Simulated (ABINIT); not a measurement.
**A GW chain in ABINIT: SiC (F-43m)**

How does a plane-wave GW calculation on SiC (F-43m) run from the first input to the gap?

Method: LDA and many-body steps on it, plane waves, in ABINIT 10.8.3.

**The experiments to reproduce.**

- Gap 2.4 eV: Tauc optical (indirect) gap of annealed polycrystalline 3C-SiC; UV-VIS spectroscopic ellipsometry, Tauc analysis; film (CVD ultrathin polycrystalline film, annealed, about 5 nm grains) (“On-Demand CMOS-Compatible Fabrication of Ultrathin Self-Aligned SiC Nanowire Arrays”, 2018, pmc:6267454).

- Gap 2.39 eV: band gap at cryogenic temperature; bulk crystal (literature value) (quoted in “Silicon carbide diodes for neutron detection”, 2020, arxiv:2009.14696).

Most raw output is cut from this account.

**1. The structure**

The structure is cubic, space group F-43m (No. 216). Conventional cell: a = 4.358 Å, b = 4.358 Å, c = 4.358 Å, α = 90.00°, β = 90.00°, γ = 90.00°. Nearest to Si lie 4 C at 1.89 Å. Nearest to C lie 4 Si at 1.89 Å. Farther neighbours are not listed.

The cell and positions come from the Crystallography Open Database and are kept as given unless a step says otherwise.

**2. Ground state**

This step: ABINIT 10.8.3; DFT, LDA, plane waves, norm-conserving pseudopotentials.

The ground-state density comes first.

Input file run.abi:

```
acell 3*1.0 Angstrom
rprim 
  -0.000000000000 2.179000000000 2.179000000000
  2.179000000000 -0.000000000000 2.179000000000
  2.179000000000 2.179000000000 -0.000000000000
ntypat 2
znucl 14 6
natom 2
typat 1 2
xred 
  0.000000000000 0.000000000000 0.000000000000
  0.250000000000 0.250000000000 0.250000000000
pp_dirpath "pseudos"
pseudos "Si.upf, C.upf"
ecut 37
ngkpt 8 8 8
nshiftk 1
shiftk 0 0 0
kptopt 1
chksymbreak 0
nband 9
occopt 1
tolvrs 1e-10
nstep 60
prtwf 0
indata_prefix "in"
outdata_prefix "out"
tmpdata_prefix "tmp"
```

Started as:

```bash
$ OMP_NUM_THREADS=1 mpirun -n 4 abinit run.abi > log
```

Elapsed: 3.2 s, on 4 MPI ranks of Arm Neoverse V2, shared host; peak memory 0.25 GiB; 12 s of CPU time.

Numbers from this step:

| Quantity | Value |
| --- | --- |
| total energy | -280.7229 eV |
| gap | 1.327 eV |
| k of the valence top | 0, 0, 0 |
| k of the conduction bottom | 0.5, 0.5, 0 |
| least direct gap | 4.526 eV |
| pressure | -5.208 GPa |

The gap is indirect, with the least direct gap 3.20 eV higher.

The cutoff was set for levels, not for stress, so the pressure can be off by some GPa.

**3. Bands along the symmetry lines**

Levels along a band path, at the cheap level, show where the edges lie and whether the meshes to come will hold them.

Input file run.abi:

```
acell 3*1.0 Angstrom
rprim 
  -0.000000000000 2.179000000000 2.179000000000
  2.179000000000 -0.000000000000 2.179000000000
  2.179000000000 2.179000000000 -0.000000000000
ntypat 2
znucl 14 6
natom 2
typat 1 2
xred 
  0.000000000000 0.000000000000 0.000000000000
  0.250000000000 0.250000000000 0.250000000000
pp_dirpath "pseudos"
pseudos "Si.upf, C.upf"
ecut 37
iscf -2
irdden 1
kptopt 0
nkpt 50
kpt 
  0.00000000 0.00000000 0.00000000
  -0.06250000 -0.06250000 0.00000000
  -0.12500000 -0.12500000 0.00000000
  -0.18750000 -0.18750000 0.00000000
  -0.25000000 -0.25000000 0.00000000
  -0.31250000 -0.31250000 0.00000000
  -0.37500000 -0.37500000 0.00000000
  -0.43750000 -0.43750000 0.00000000
  -0.50000000 -0.50000000 0.00000000
  -0.48437500 -0.48437500 0.03125000
  -0.46875000 -0.46875000 0.06250000
  -0.45312500 -0.45312500 0.09375000
  -0.43750000 -0.43750000 0.12500000
  -0.42187500 -0.42187500 0.15625000
  -0.40625000 -0.40625000 0.18750000
  -0.39062500 -0.39062500 0.21875000
  -0.37500000 -0.37500000 0.25000000
  -0.37500000 0.00000000 0.37500000
  -0.32812500 0.00000000 0.32812500
  -0.28125000 0.00000000 0.28125000
  -0.23437500 0.00000000 0.23437500
  -0.18750000 0.00000000 0.18750000
  -0.14062500 0.00000000 0.14062500
  -0.09375000 0.00000000 0.09375000
  -0.04687500 0.00000000 0.04687500
  0.00000000 0.00000000 0.00000000
  0.00000000 0.00000000 0.06250000
  0.00000000 0.00000000 0.12500000
  0.00000000 0.00000000 0.18750000
  0.00000000 0.00000000 0.25000000
  0.00000000 0.00000000 0.31250000
  0.00000000 0.00000000 0.37500000
  0.00000000 0.00000000 0.43750000
  0.00000000 0.00000000 0.50000000
  -0.06250000 -0.03125000 0.46875000
  -0.12500000 -0.06250000 0.43750000
  -0.18750000 -0.09375000 0.40625000
  -0.25000000 -0.12500000 0.37500000
  -0.31250000 -0.15625000 0.34375000
  -0.37500000 -0.18750000 0.31250000
  -0.43750000 -0.21875000 0.28125000
  -0.50000000 -0.25000000 0.25000000
  -0.50000000 -0.28125000 0.21875000
  -0.50000000 -0.31250000 0.18750000
  -0.50000000 -0.34375000 0.15625000
  -0.50000000 -0.37500000 0.12500000
  -0.50000000 -0.40625000 0.09375000
  -0.50000000 -0.43750000 0.06250000
  -0.50000000 -0.46875000 0.03125000
  -0.50000000 -0.50000000 0.00000000
istwfk *1
nband 14
nbdbuf 5
tolwfr 1e-07
nstep 50
prtwf 0
prtvol 0
indata_prefix "in"
outdata_prefix "out"
tmpdata_prefix "tmp"
```

Elapsed: 3.1 s, on 4 MPI ranks; peak memory 0.24 GiB.

This step gave:

```yaml
gap: 1.327 eV
k_of_the_valence_top: 0, 0, 0
k_of_the_conduction_bottom: -0.5, -0.5, 0
least_direct_gap: 4.526 eV
```

The gap is 1.327 eV, as in the run before at this level.

Electronic bands along the path, in eV, zero at the top of the highest filled band; v1 is the highest filled band, c1 the lowest empty one:

```
    point      v4     v3     v2     v1    c1    c2     c3     c4
        Γ  -15.33   0.00   0.00   0.00  6.29  7.20   7.20   7.20
  halfway  -13.72  -3.30  -1.94  -1.94  3.98  6.26  10.45  10.45
        X  -10.22  -7.83  -3.20  -3.20  1.33  4.20  13.81  13.81
  halfway  -10.17  -7.67  -4.25  -3.05  2.06  5.19  13.16  13.38
        U  -10.22  -7.29  -5.57  -2.61  3.05  7.66  11.71  12.30
jump to K  -10.22  -7.29  -5.57  -2.61  3.05  7.66  11.71  12.30
  halfway  -13.54  -4.44  -2.95  -0.54  6.68  7.79   8.15   8.94
        Γ  -15.33   0.00   0.00   0.00  6.29  7.20   7.20   7.20
  halfway  -14.12  -4.28  -0.61  -0.61  5.94  7.81   7.81   9.26
        L  -11.71  -8.56  -1.06  -1.06  5.39  7.15   7.15   9.93
  halfway  -11.05  -7.85  -3.72  -2.27  5.18  7.21  10.04  10.87
        W   -9.98  -7.04  -5.02  -4.71  5.15  9.33   9.37   9.64
  halfway  -10.11  -7.52  -4.09  -4.06  3.02  5.89  11.82  13.13
        X  -10.22  -7.83  -3.20  -3.20  1.33  4.20  13.81  13.81
```

**4. Empty states on the mesh, 6×6×6 mesh, 89 bands**

The sums over transitions need many empty states on a uniform mesh; this step solves for them.

Input file run.abi:

```
acell 3*1.0 Angstrom
rprim 
  -0.000000000000 2.179000000000 2.179000000000
  2.179000000000 -0.000000000000 2.179000000000
  2.179000000000 2.179000000000 -0.000000000000
ntypat 2
znucl 14 6
natom 2
typat 1 2
xred 
  0.000000000000 0.000000000000 0.000000000000
  0.250000000000 0.250000000000 0.250000000000
pp_dirpath "pseudos"
pseudos "Si.upf, C.upf"
ecut 37
ngkpt 6 6 6
nshiftk 1
shiftk 0 0 0
kptopt 1
chksymbreak 0
irdden 1
istwfk *1
nband 89
prtvol 0
optdriver 6
gwr_task "HDIAGO"
paral_kgb 0
occopt 1
indata_prefix "in"
outdata_prefix "out"
tmpdata_prefix "tmp"
```

Run time: 11 s. Hardware: 4 MPI ranks; peak memory 0.75 GiB.

Numbers from this step:

* gap: 1.327 eV
* k of the valence top: 0, 0, 0
* k of the conduction bottom: 0.5, 0.5, 0
* least direct gap: 4.526 eV
* k points computed: 16
* lowest point of the top converged band, above the valence top: 121.6825 eV

On this mesh the gap is 1.327 eV.

**5. Screening, 6×6×6 mesh, 81 bands, screening to 264 eV**

The RPA dielectric matrix is built and inverted for each q.

This step: RPA screening on LDA, plane waves, norm-conserving pseudopotentials.

run.abi: that of step 4 with these lines changed.

```diff
@@ -20,10 +20,11 @@
 chksymbreak 0
-irdden 1
 istwfk *1
-nband 89
-prtvol 0
-optdriver 6
-gwr_task "HDIAGO"
-paral_kgb 0
 occopt 1
+irdwfk 1
+optdriver 3
+nband 81
+ecuteps 9.7
+inclvkb 2
+awtr 1
+symchi 1
 indata_prefix "in"
```

Run time: 27 s. Hardware: 4 MPI ranks; peak memory 0.67 GiB.

This step gave:

- ε∞ with local fields, on this mesh, along the program's q direction: 7.192
- the same without local fields: 7.857
- plasma frequency: 23.09 eV
- plane waves in the screening matrix: 181

Local fields lower ε∞ by 8 %.

**6. Self-energy, 6×6×6 mesh, 81 bands, screening to 264 eV**

The self-energy is evaluated for the states that the input lists, and the levels follow from it, in one-shot runs by the linearised quasiparticle equation.

This step: G0W0 on LDA, plane waves, norm-conserving pseudopotentials.

run.abi: that of step 5 with these lines changed.

```diff
@@ -23,8 +23,19 @@
 irdwfk 1
-optdriver 3
+optdriver 4
 nband 81
+gwcalctyp 0
+ecutsigx 37
+symsigma 1
+nkptgw 3
+kptgw 
+  0.0000000000 0.0000000000 0.0000000000
+  0.5000000000 0.5000000000 0.0000000000
+  0.5000000000 0.0000000000 0.0000000000
+bdgw 
+  2 8
+  3 6
+  3 7
 ecuteps 9.7
-inclvkb 2
-awtr 1
-symchi 1
+irdscr 1
+ppmodel 1
 indata_prefix "in"
```

Wall time 13 s (4 MPI ranks); peak memory 0.76 GiB.

This step gave:

- G0W0 gap on the points computed: 2.208 eV
- starting gap on the mesh: 1.327 eV
- k of the valence top: 0, 0, 0
- k of the conduction bottom: 0.5, 0.5, 0
- Z at the valence top: 0.791
- Z at the conduction bottom: 0.819
- least direct G0W0 gap on the computed points: 5.674 eV

The gap on the mesh goes from 1.33 eV to 2.21 eV, a correction of +0.88 eV.

Limits: finite bands, cutoff and mesh. v1 is the top filled band, c1 the lowest empty one. Levels before and after the correction, in eV, zero at the valence-band top of each column:

```
           conduction bottom  valence top
Kohn-Sham               1.33         0.00
     G0W0               2.21         0.00
```

```
                       level  energy (eV)
Kohn-Sham            Γ v3-v1        0.000
Kohn-Sham               Γ c1        6.285
Kohn-Sham            Γ c2-c4        7.203
Kohn-Sham  (0.5 0.5 0) v2-v1       -3.199
Kohn-Sham     (0.5 0.5 0) c1        1.327
Kohn-Sham     (0.5 0.5 0) c2        4.200
     G0W0            Γ v3-v1        0.000
     G0W0               Γ c1        7.239
     G0W0            Γ c2-c4        8.160
     G0W0  (0.5 0.5 0) v2-v1       -3.466
     G0W0     (0.5 0.5 0) c1        2.208
     G0W0     (0.5 0.5 0) c2        5.253
```

**7. Where the time went**

Times are wall times on 4 MPI ranks of Arm Neoverse V2, shared host, good to a factor of about two.

```
                          step   time  share  memory (GiB)
                  ground state  3.2 s    5 %          0.25
bands along the symmetry lines  3.1 s    5 %          0.24
      empty states on the mesh   11 s   19 %          0.75
                     screening   27 s   48 %          0.67
                   self-energy   13 s   23 %          0.76
```

**8. Results**

- LDA gap: 1.33 eV, indirect
- G0W0 gap on the mesh: 2.21 eV
- GW settings: 6×6×6 mesh, 81 bands, screening to 264 eV, Godby-Needs plasmon pole
- known limits: not at the basis limit

**Reading.** G0W0 moves the gap on the mesh from 1.33 eV to 2.21 eV (+0.88 eV), with Z of 0.79 and 0.82 at the edges. Local fields lower the RPA ε∞ on this mesh from 7.86 to 7.19. Only 3 of the mesh's irreducible points were corrected, so a valley elsewhere could overtake. The dearest step here is «screening». Against experiment, by G0W0@LDA: the gap of 2.21 eV lies −0.19 eV from the measured 2.4 eV (indirect, 2018); the gap of 2.21 eV lies −0.18 eV from the measured 2.39 eV (kind not stated, quoted 2020). The calculation has static nuclei and no excitons; a measured gap holds zero-point and thermal motion, which mostly lowers it. Bands and cutoff are finite, so the gap is not at the basis limit. The miss can reach some tenths of an eV and take either sign; the mesh is an error of its own. In the G0W0 run levels were corrected at 3 k points alone, so a gap called «on the mesh» is the least over those, and an edge elsewhere would be missed.

[Paths, hosts, dates, memory and timing lines, banners, echoed tables and standing remarks are left out of the program output.]

[Logs are printed without paths, hosts, clocks, repeated set-up lines and the standing remarks that a program may print on its own settings, such as how far it seeks lower states.]

[Runs of the session that timed out or met a known fault of the program may be left out.]

[Hosts, paths, dates, database ids (printed as entryN), source tags and the programs' standing remarks are cut or masked in the printed files.]

[G0W0 gaps are taken among the corrected bands and points alone; a level outside them can change the order at an edge.]

[Where Ansatz stands beside ABINIT at settings called matched, ABINIT's density can come from a denser mesh and the files from another edition; pairs whose starting gaps differed by over 0.03 eV were left out, so agreement reads better than it is.]
